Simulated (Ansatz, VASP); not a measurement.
# One calculation of W, two programs

```xyz
1
Lattice="-1.5717 1.5717 1.5717 1.5717 -1.5717 1.5717 1.5717 1.5717 -1.5717" Properties=species:S:1:pos:R:3 pbc="T T T"
W     0.0000    0.0000    0.0000
```

Change from the starting cell: volume scaled by 0.98.

Alike in both runs: task single point; functional PBEsol; k mesh 12 × 12 × 12; occupations fermi-dirac, width 0.05 eV; no spin polarisation.

|  | VASP | Ansatz |
| --- | --- | --- |
| version | VASP 6.6.1 | Ansatz 0.2.0 |
| potentials or method | VASP PAW PBE potentials, release 64 (W_sv), cutoff 520 eV | all-electron LAPW, scalar-relativistic |

```tsv
	VASP	Ansatz	Ansatz less VASP
gap on the k mesh at the Fermi level (eV)	none	none	-
pressure (GPa)	4.1	3.4	-0.64
```

A gap of «none» marks a metal or a gap that the smearing closes. Ansatz ran all-electron here, so the differences hold the error of VASP's frozen core and of both bases.

Caveats: the PAW data sets were made with another functional, which shifts forces and pressure a little (VASP). The runs have no spin-orbit coupling, so splittings on W are missing.
